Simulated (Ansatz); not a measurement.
Compressing Al2Ru: a fit and a missing row

Al2Ru, I4/mmm, a = 3.122 Å, c = 8.445 Å. The structure is a Materials Project entry; whether it is the stable form wasn't checked. Ansatz: r2SCAN, PAW, 500 eV, Γ-centred 18×18×18 mesh on 3 atoms, Gaussian smearing 0.10 eV; no spin polarisation. Shape and atoms are relaxed at each volume; pressure is positive in compression.

| V (Å³/atom) | P (GPa) |
| --- | --- |
| 12.894 | ? |
| 13.306 | 5.96 |
| 13.717 | 0.00 |
| 14.129 | -5.08 |
| 14.540 | -9.40 |

Problem. Take V0 = 13.717 Å³/atom, fit the third-order Birch–Murnaghan form to the other rows, and predict the missing pressure.

Solution. With the Eulerian strain f = ½[(V0/V)^(2/3) − 1] and y = P/[3f(1 + 2f)^(5/2)], the form is the line y = B0 + 1.5 B0 (B0′ − 4) f. Rows (f, y): 0.01024, 184.4; -0.00977, 182.1; -0.01905, 181.3. Means f = -0.006193, y = 182.60; Σ(Δf)² = 0.0004481, ΣΔfΔy = 0.04808; the slope is their ratio. y = 183.3 + 107.3 f GPa, so B0 = 183.3 GPa and B0′ = 4 + 2 × (107.3)/(3 × 183.3) = 4.39. At V = 12.894, f = 0.02106, y = 185.56 and P = 13.00 GPa. The run gave 12.97 GPa, so the fit is 0.03 GPa too high, a small miss on the scale of the series. The form still works here, 33 % of the fitted range beyond its end.